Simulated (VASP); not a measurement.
# GaSb in VASP: one cell, several levels of theory

Aim: gap, levels, forces and stress of rocksalt GaSb at fixed geometry. Runs: PBE, r2SCAN, LDA, PBEsol, PBE+SOC. The results are then set beside those of Ansatz 0.2.0 for the same cell. This is a trial cell built on a prototype, not taken from a measured structure, and it needn't be the compound's ground state.

The runs shown are made with VASP 6.6.1. PAW datasets, plane waves. (Calculated; spin-unpolarised; the phase may be known or hypothetical.)

### 1 The system as given

The cell comes from an earlier relaxation with r2SCAN in another program.

The symmetry is Fm-3m (No. 225, cubic); conventional cell a = 5.746 Å, 23.72 Å³ an atom. Ga has 6 Sb at 2.87 Å; Sb has 6 Ga at 2.87 Å.

As a file:

```cif
data_structure
_symmetry_space_group_name_H-M 'P 1'
_symmetry_Int_Tables_number 1
_cell_length_a 4.0632
_cell_length_b 4.0632
_cell_length_c 4.0632
_cell_angle_alpha 60.000
_cell_angle_beta 60.000
_cell_angle_gamma 60.000
_cell_volume 47.43
loop_
_atom_site_label
_atom_site_type_symbol
_atom_site_fract_x
_atom_site_fract_y
_atom_site_fract_z
_atom_site_occupancy
Ga1 Ga 0.00000 0.00000 0.00000 1
Sb1 Sb 0.50000 0.50000 0.50000 1
```

### 2 PBE

Contents of INCAR:

```
ENCUT = 520.000000
SIGMA = 0.020000
EDIFF = 1.00e-07
GGA = PE
PREC = Accurate
IBRION = -1
ISIF = 2
ISMEAR = -1
NBANDS = 16
NELM = 120
NSW = 0
LASPH = .TRUE.
LCHARG = .TRUE.
LELF = .TRUE.
LWAVE = .FALSE.
LREAL = .FALSE.
```

Contents of KPOINTS:

```
KPOINTS created by Atomic Simulation Environment
0
Gamma
8 8 8
0 0 0
```

Contents of KPOINTS_OPT:

```
special points
7
Reciprocal
0.0000000000 0.0000000000 0.0000000000 1
0.5000000000 0.0000000000 0.5000000000 1
0.5000000000 0.2500000000 0.7500000000 1
0.3750000000 0.3750000000 0.7500000000 1
0.5000000000 0.5000000000 0.5000000000 1
0.6250000000 0.2500000000 0.6250000000 1
0.1875000000 0.1875000000 0.3750000000 1
```

Contents of POSCAR:

```
Ga Sb
 1.0000000000000000
     0.0000000000000000    2.8731179418333888    2.8731179418333888
     2.8731179418333888   -0.0000000000000000    2.8731179418333888
     2.8731179418333888    2.8731179418333888   -0.0000000000000000
 Ga  Sb
   1   1
Cartesian
 -0.0000000000000000 -0.0000000000000000 -0.0000000000000000
  2.8731179418333888  2.8731179418333888  2.8731179418333888
```

Potentials: the recommended PBE PAW datasets, 18 valence electrons in the neutral cell.

Command:

```sh
mpirun -np 1 vasp_std
```

### 3 r2SCAN at this geometry

Contents of INCAR:

```
ENCUT = 520.000000
SIGMA = 0.020000
EDIFF = 1.00e-07
ALGO = Normal
METAGGA = R2SCAN
PREC = Accurate
IBRION = -1
ISIF = 2
ISMEAR = -1
NBANDS = 16
NELM = 120
NSW = 0
LASPH = .TRUE.
LCHARG = .FALSE.
LWAVE = .FALSE.
LREAL = .FALSE.
```

KPOINTS is that of step 2.

KPOINTS_OPT is that of step 2.

POSCAR is that of step 2.

### 4 LDA at this geometry

Contents of INCAR:

```
ENCUT = 520.000000
SIGMA = 0.020000
EDIFF = 1.00e-07
GGA = CA
PREC = Accurate
IBRION = -1
ISIF = 2
ISMEAR = -1
NBANDS = 16
NELM = 120
NSW = 0
LASPH = .TRUE.
LCHARG = .TRUE.
LELF = .TRUE.
LWAVE = .FALSE.
LREAL = .FALSE.
```

KPOINTS is that of step 3.

KPOINTS_OPT is that of step 3.

POSCAR is that of step 3.

The run uses the recommended LDA PAW datasets (18 valence electrons a neutral cell).

### 5 Single point with PBEsol

Edit INCAR of step 4 so:

```diff
@@ -3,3 +3,3 @@
 EDIFF = 1.00e-07
-GGA = CA
+GGA = PS
 PREC = Accurate
```

KPOINTS is that of step 4.

KPOINTS_OPT is that of step 4.

POSCAR is that of step 4.

The run uses the recommended PBE PAW datasets (18 valence electrons a neutral cell).

### 6 Single point with PBE+SOC

Contents of INCAR:

```
ENCUT = 520.000000
SIGMA = 0.020000
EDIFF = 1.00e-07
GGA = PE
PREC = Accurate
IBRION = -1
ISIF = 2
ISMEAR = -1
NBANDS = 29
NELM = 120
NSW = 0
LASPH = .TRUE.
LCHARG = .FALSE.
LWAVE = .FALSE.
LSORBIT = .TRUE.
GGA_COMPAT = .FALSE.
LREAL = .FALSE.
MAGMOM = 0.0 0.0 0.0 0.0 0.0 0.0
```

KPOINTS is that of step 5.

KPOINTS_OPT is that of step 5.

POSCAR is that of step 5.

Q: Predict the outcome of this session. Wanted: for each run, gap; pressure; Ansatz: gap; Ansatz: pressure.

The runs gave:

```
  level  gap (eV)  pressure (GPa)  Ansatz: gap (eV)  Ansatz: pressure (GPa)
    PBE     -3.29            1.74             -3.28                    1.69
 r2SCAN     -3.45            0.02             -3.45                   -0.01
    LDA     -3.27           -2.91             -3.26                   -3.02
 PBEsol     -3.30           -1.42             -3.29                   -1.48
PBE+SOC     -3.11            1.82             -3.09                    1.76
```

A negative gap is an overlap of bands.

**Reading.** No gap over 0.02 eV opens at any of these levels. The PBE bands overlap with and without spin-orbit coupling. Leaving spin-orbit runs aside: The pressure is highest with PBE (1.7 GPa) and lowest with LDA (-2.9 GPa), which orders the cells that they would relax to. The two programs agree on the overlap of the bands within 0.02 eV, far less than the spread between functionals. Each program uses its own PAW datasets and cutoff. VASP's cell holds 18 valence electrons and Ansatz's 28. LDA means the Perdew–Zunger form in VASP and the Perdew–Wang form in Ansatz.
